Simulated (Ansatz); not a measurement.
## Sb in Ansatz: convergence with smearing width

Input of the first run (smearing width 0.3 eV); the others differ in this setting and in those tied to it:

Contents of input.yaml:

```yaml
crystal:
  lattice:
    - [0.17336476, 2.38853375, 2.49586923]
    - [2.41730554, 0.06469255, 2.60454143]
    - [2.32045339, 2.4003538, 0.1615447]
  atoms:
    - { symbol: Sb, position: [0.0, 0.0, 0.0] }
hamiltonian:
  xc: pbe
  pseudopotentials: { kind: paw }
kpoints:
  mp_grid: { grid: [7, 7, 7] }
scf:
  occupations: { method: fermi_dirac, width: 0.3 }
output:
  forces: true
  stress: true
  eigenvalues: true
```

Potentials or basis: Ansatz PAW.

Run with:

```sh
$ ansatz run input.yaml --threads 2 --pin off --max-ram 5632MiB --backend cpu --events-out ev --progress --plain --runs-dir out
```

This isn't the form of Sb at room conditions, which is rhombohedral.

Hardware: 2 threads of Arm Neoverse V2 (shared host).

Q: The values tried are 0.3 eV, 0.2 eV, 0.15 eV, 0.1 eV, 0.05 eV, 0.025 eV, 0.01 eV, 0.005 eV, loosest first. From which on does the pressure stay within 0.1 GPa of the tightest run that finished?

A: From 0.1 eV on.

```
smearing width  energy less the tightest run, at zero smearing (meV/atom)  pressure (GPa)  SCF cycles  CPU time (s)  peak memory (GiB)
        0.3 eV                                                      -6.59            3.35           6           2.5               0.32
        0.2 eV                                                      -2.62            2.97           6           2.6               0.32
       0.15 eV                                                      -1.32            2.80           6           2.5               0.32
        0.1 eV                                                      -0.66            2.68           6           2.4               0.32
       0.05 eV                                                      -0.16            2.61           6           2.4               0.32
      0.025 eV                                                       0.00            2.61           6           2.4               0.32
       0.01 eV                                                      -0.01            2.63           6           2.4               0.32
      0.005 eV                                                       0.00            2.63           6           2.4               0.32
```

Against the tightest run, the energy stays within 1 meV/atom from 0.1 eV on. Narrower smearing needs a denser k mesh, so at a fixed mesh the narrowest width isn't the most accurate. The tightest run that finished is the yardstick and may itself not be fully converged.

Spin-orbit coupling is left out, which matters for the levels of Sb.
